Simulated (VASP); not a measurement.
# CaF2 (Immm) in VASP: notebook

Runs on CaF2. Level: PBEsol. Tasks: single point.

Everything below comes from runs of VASP 6.6.1. Logs are shortened: lines on timing, memory, paths and dates and some standing lists are left out, and cuts for length are marked.

### 1 The cell of the first run

Symmetry: Immm, No. 71, orthorhombic system. Conventional cell: a = 3.814 Å, b = 3.911 Å, c = 5.463 Å, α = 90.00°, β = 90.00°, γ = 90.00°. Ca (site symmetry mmm) has 8 F at 2.35 to 2.39 Å as nearest neighbours. Around F (site symmetry mm2) lie 4 Ca at 2.35 to 2.39 Å.

### 2 Single point, PBEsol (strain +0.0250 x Voigt [0, 0, 0, 1, 0, 0], atoms carried along)

Contents of INCAR:

```
ALGO = Fast ; EDIFF = 1E-6
ENCUT = 520 ; GGA = PS
ISIF = 2 ; ISMEAR = 0
LASPH = T ; LCHARG = F
LREAL = F ; LWAVE = F
NBANDS = 19 ; NELM = 100
PREC = Accurate ; SIGMA = 0.05
```

Contents of KPOINTS:

```
k-points
0
Gamma
  8 8 8
```

Contents of POSCAR:

```
CaF2
1.0
    0.0000000000      2.7653906250      2.7653906250
    2.7312500000      0.0341406250      2.7312500000
    2.7312500000      2.7312500000      0.0341406250
Ca F
1 2
Direct
    0.0000000000      0.0000000000      0.0000000000
    0.2500000000      0.2500000000      0.2500000000
    0.7500000000      0.7500000000      0.7500000000
```

Potentials or basis: VASP PAW PBE potentials, release 64 (Ca_sv, F).

The run is started by

```console
$ cat potpaw_PBE.64/Ca_sv/POTCAR potpaw_PBE.64/F/POTCAR > POTCAR
$ mpirun -np 1 vasp_std > vasp.out
```

OUTCAR:

```text
EDIFF = 1E-6
   ENCUT = 520
   GGA = PS
   ISIF = 2
   ISMEAR = 0
   LASPH = T
   LREAL = F
   NELM = 100
   PREC = Accurate

 ion  position               nearest neighbor table
   1  0.000  0.000  0.000-   3 2.35   2 2.35   2 2.35   3 2.35   3 2.39   3 2.39   2 2.39   2 2.39

   2  0.250  0.250  0.250-   1 2.35   1 2.35   1 2.39   1 2.39
   3  0.750  0.750  0.750-   1 2.35   1 2.35   1 2.39   1 2.39

  LATTYP: Found a body centered orthorhombic cell.
 ALAT       =     3.8142886573
 B/A-ratio  =     1.0253164557
 C/A-ratio  =     1.4321149999

  Lattice vectors:

 A1 = (  -2.7312500000,   2.7312500000,   0.0341406250)
 A2 = (  -2.7312500000,  -2.7312500000,  -0.0341406250)
 A3 = (   2.7312500000,   0.0341406250,   2.7312500000)

Analysis of symmetry for initial positions (statically):
=====================================================================
 Subroutine PRICEL returns:
 Original cell was already a primitive cell.

 Routine SETGRP: Setting up the symmetry group for a
 body centered orthorhombic supercell.

 Subroutine GETGRP returns: Found  8 space group operations
 (whereof  8 operations were pure point group operations)
 out of a pool of  8 trial point group operations.

The static configuration has the point symmetry D_2h.

Analysis of symmetry for dynamics (positions and initial velocities):
=====================================================================
 Subroutine PRICEL returns:
 Original cell was already a primitive cell.

 Routine SETGRP: Setting up the symmetry group for a
 body centered orthorhombic supercell.

 Subroutine GETGRP returns: Found  8 space group operations
 (whereof  8 operations were pure point group operations)
 out of a pool of  8 trial point group operations.

The dynamic configuration has the point symmetry D_2h.

 Subroutine INISYM returns: Found  8 space group operations
 (whereof  8 operations are pure point group operations),
 and found     1 'primitive' translations

----------------------------------------------------------------------------------------

                                     Primitive cell

  volume of cell :      40.7424

  direct lattice vectors                    reciprocal lattice vectors
     0.000000000  2.765390625  2.765390625    -0.183066362  0.180806283  0.180806283
     2.731250000  0.034140625  2.731250000     0.183066362 -0.185383657  0.185383657
     2.731250000  2.731250000  0.034140625     0.183066362  0.185383657 -0.185383657

  length of vectors
     3.910852927  3.862721671  3.862721671     0.314475940  0.319761620  0.319761620

  position of ions in fractional coordinates (direct lattice)
     0.000000000  0.000000000  0.000000000
     0.250000000  0.250000000  0.250000000
     0.750000000  0.750000000  0.750000000

  ion indices of the primitive-cell ions
   primitive index   ion index
                 1           1
                 2           2
                 3           3

----------------------------------------------------------------------------------------

 KPOINTS: k-points

Automatic generation of k-mesh.
 Grid dimensions read from file:
 generate k-points for:    8    8    8

 Generating k-lattice:

  Cartesian coordinates                     Fractional coordinates (reciprocal lattice)
    -0.022883295  0.022600785  0.022600785     0.125000000  0.000000000  0.000000000
     0.022883295 -0.023172957  0.023172957     0.000000000  0.125000000  0.000000000
     0.022883295  0.023172957 -0.023172957     0.000000000  0.000000000  0.125000000

  Length of vectors
     0.039309492  0.039970202  0.039970202

  Shift w.r.t. Gamma in fractional coordinates (k-lattice)
     0.000000000  0.000000000  0.000000000

 Subroutine IBZKPT returns following result:
 ===========================================

 Found     95 irreducible k-points:

 Following reciprocal coordinates:
            Coordinates               Weight
  0.000000  0.000000  0.000000      1.000000
  0.125000 -0.000000 -0.000000      4.000000
  0.250000 -0.000000 -0.000000      4.000000
  0.375000 -0.000000 -0.000000      4.000000
  0.500000 -0.000000 -0.000000      2.000000
  0.000000  0.125000  0.000000      4.000000
[... 16 lines left out ...]
  0.125000  0.375000  0.000000      8.000000
  0.250000  0.375000  0.000000      8.000000
 [... further k-points ...]
   k-points           NKPTS =     95   k-points in BZ     NKDIM =     95   number of bands    NBANDS=     19
   number of dos      NEDOS =    301   number of ions     NIONS =      3
   total plane-waves  NPLWV =  27000
   dimension x,y,z NGX =    30 NGY =   30 NGZ =   30
   dimension x,y,z NGXF=    60 NGYF=   60 NGZF=   60
   ions per type =               1   2
   NGX,Y,Z   is equivalent  to a cutoff of  12.75, 12.91, 12.91 a.u.
   NGXF,Y,Z  is equivalent  to a cutoff of  25.51, 25.82, 25.82 a.u.
 SYSTEM =  unknown system
   PREC   = accura    normal or accurate (medium, high low for compatibility)
   ISTART =      0    job   : 0-new  1-cont  2-samecut
   ICHARG =      2    charge: 1-file 2-atom 10-const
   ISPIN  =      1    spin polarized calculation?
   LNONCOLLINEAR =      F non collinear calculations
   LSORBIT =      F    spin-orbit coupling
   LASPH  =      T    aspherical Exc in radial PAW
   ENCUT  =  520.0 eV  38.22 Ry    6.18 a.u.   7.27  7.18  7.18*2*pi/ulx,y,z
   NELM   =    100;   NELMIN=  2; NELMDL= -5     # of ELM steps
   EDIFF  = 0.1E-05   stopping-criterion for ELM
   LREAL  =      F    real-space projection
   EDIFFG = 0.1E-04   stopping-criterion for IOM
   NSW    =      0    number of steps for IOM
   IBRION =     -1    ionic relax: 0-MD 1-quasi-New 2-CG
   NFREE  =      0    steps in history (QN), initial steepest desc. (CG)
   ISIF   =      2    stress and relaxation
   ISYM   =      2    0-nonsym 1-usesym 2-fastsym
   POTIM  = 0.5000    time-step for ionic-motion
   TEBEG  =    0.0;   TEEND  =   0.0 temperature during run
   PSTRESS=    0.0 pullay stress
   NELECT =      24.0000    total number of electrons
   NUPDOWN=      -1.0000    fix difference up-down
   EMIN   =  10.00;   EMAX   =-10.00  energy-range for DOS
   EFERMI =   0.00;   METHOD = LEGACY
   ISMEAR =     0;   SIGMA  =   0.05  broadening in eV -4-tet -1-fermi 0-gaus
   EFERMI_NEDOS =   21; number of points for ismear=-14 and -15
   IALGO  =     68    algorithm
   IMIX   =      4    mixing-type and parameters
     AMIX     =   0.40;   BMIX     =  1.00
     AMIX_MAG =   1.60;   BMIX_MAG =  1.00
  volume/ion in A,a.u.               =      13.58        91.65
  Fermi-wavevector in a.u.,A,eV,Ry     =   1.372344  2.593355 25.624245  1.883329
  Thomas-Fermi vector in A             =   2.497960
   LORBIT       =      0    0 simple, 1 ext, 2 COOP (PROOUT), +10 PAW based schemes
   GGA     = PS    functional components
   LHFCALC =     F    Hartree Fock is set to
   AEXX    =    0.0000 exact exchange contribution
   IVDW    =     0    specifies the selected vdW correction
   LEPSILON=     F    determine dielectric tensor
   LRPA    =     F    only Hartree local field effects (RPA)
 non-spin polarized calculation
 RMM-DIIS sequential band-by-band and
 Gauss-broadening in eV      SIGMA  =   0.05
  energy-cutoff  :      520.00
  volume of cell :       40.74
 maximum number of plane-waves:      1110
 NGX is ok and might be reduce to    30
   NGX = 15   NGY = 15   NGZ = 15

 number of electron      23.9999988 magnetization

 Free energy of the ion-electron system (eV)
  ---------------------------------------------------
  ext. energy  EPLUGINS =         0.00000000
  ---------------------------------------------------
  free energy    TOTEN  =       -17.89512069 eV

  energy without entropy =      -17.89512069  energy(sigma->0) =      -17.89512069

 E-fermi :  -0.7570     XC(G=0):  -9.8965

 val. band max:       -1.0841941600   @ k =   0.0000   0.5000   0.5000
 cond. band min:       6.0078557050   @ k =   0.0000   0.0000   0.0000
 fundamental gap:      7.0920498650
 Fermi energy:        -0.7570334952

 k-point     1 :       0.0000    0.0000    0.0000
  band No.  band energies     occupation
      1     -36.8953      2.00000
      2     -20.9049      2.00000
      3     -20.1209      2.00000
      4     -17.9218      2.00000
      5     -17.9173      2.00000
      6     -17.9148      2.00000
[... 11 lines left out ...]
     18      10.2211      0.00000
     19      15.4138      0.00000

 k-point     2 :       0.1250   -0.0000   -0.0000
  band No.  band energies     occupation
      1     -36.8905      2.00000
      2     -20.9422      2.00000
      3     -20.1644      2.00000
      4     -17.9240      2.00000
      5     -17.9238      2.00000
      6     -17.8487      2.00000
[... 11 lines left out ...]
     18      10.1815      0.00000
     19      14.8065      0.00000

 k-point     3 :       0.2500   -0.0000   -0.0000
  band No.  band energies     occupation
      1     -36.8787      2.00000
      2     -21.0057      2.00000
      3     -20.2956      2.00000
      4     -17.9391      2.00000
      5     -17.9387      2.00000
      6     -17.6741      2.00000
[... 11 lines left out ...]
     18      10.0868      0.00000
     19      13.5774      0.00000

 k-point     4 :       0.3750   -0.0000   -0.0000
  band No.  band energies     occupation
      1     -36.8670      2.00000
      2     -21.0307      2.00000
      3     -20.4649      2.00000
      4     -17.9543      2.00000
      5     -17.9531      2.00000
      6     -17.4958      2.00000
[... 407 lines left out ...]
     18       9.9420      0.00000
     19      12.8370      0.00000

 k-point    23 :       0.1250    0.3750    0.0000
  band No.  band energies     occupation
      1     -36.8648      2.00000
      2     -21.0691      2.00000
      3     -20.4300      2.00000
      4     -17.9717      2.00000
      5     -17.9167      2.00000
      6     -17.5237      2.00000
[... 11 lines left out ...]
     18      10.1465      0.00000
     19      13.3515      0.00000

 k-point    24 :       0.2500    0.3750    0.0000
  band No.  band energies     occupation
      1     -36.8614      2.00000
      2     -21.1365      2.00000
      3     -20.3899      2.00000
      4     -17.9933      2.00000
      5     -17.9525      2.00000
      6     -17.4504      2.00000
[... 11 lines left out ...]
     18      10.1770      0.00000
     19      14.4259      0.00000

 [... further k-points ...]

------------------------ aborting loop because EDIFF is reached ----------------------------------------

  FORCE on cell =-STRESS in cart. coord.  units (eV):
  Direction    XX          YY          ZZ          XY          YZ          ZX
  --------------------------------------------------------------------------------------
  -------------------------------------------------------------------------------------
  Total       -0.4105789     -0.4095347     -0.4095347      0.0000000     -0.2387977      0.0000000
  in kB      -16.1458433    -16.1047785    -16.1047785      0.0000000     -9.3906206      0.0000000
  external PRESSURE =     -16.1184668 kB  Pullay stress =       0.0000000 kB

 VOLUME and BASIS-vectors are now :
 -----------------------------------------------------------------------------
  energy-cutoff  :      520.00
  volume of cell :       40.74
      direct lattice vectors                 reciprocal lattice vectors
     0.000000000  2.765390625  2.765390625    -0.183066362  0.180806283  0.180806283
     2.731250000  0.034140625  2.731250000     0.183066362 -0.185383657  0.185383657
     2.731250000  2.731250000  0.034140625     0.183066362  0.185383657 -0.185383657

 POSITION                                       TOTAL-FORCE (eV/Angst)
 -----------------------------------------------------------------------------------
      0.00000      0.00000      0.00000         0.000000      0.000000     -0.000000
      1.36563      1.38270      1.38270        -0.056583      0.000000      0.000000
      4.09688      4.14809      4.14809         0.056583     -0.000000     -0.000000
 -----------------------------------------------------------------------------------
    total drift:                                0.000000     -0.000000      0.000000

  FREE ENERGIE OF THE ION-ELECTRON SYSTEM (eV)
  ---------------------------------------------------
  free  energy   TOTEN  =       -17.8951206902 eV

  energy  without entropy=      -17.8951206902  energy(sigma->0) =      -17.89512069
```

It took 2.1 min on 1 thread of AMD EPYC 7R43 (Zen 3), shared host; peak memory 0.17 GiB.

Results:

```
Free energy            : -17.8951 eV
Pressure               : -1.6 GPa
Largest force          : 0.057 eV/Å
Band gap on the k mesh : 7.09 eV, indirect (least direct gap 7.34 eV)
```

Forces in eV/Å, atoms in the order of the input:
```
Ca   0.000  0.000  0.000
F   -0.057  0.000  0.000
F    0.057  0.000  0.000
```

Caveat: the PAW data sets were made with another functional, which shifts forces and pressure a little.

[end of part 1 of 2]
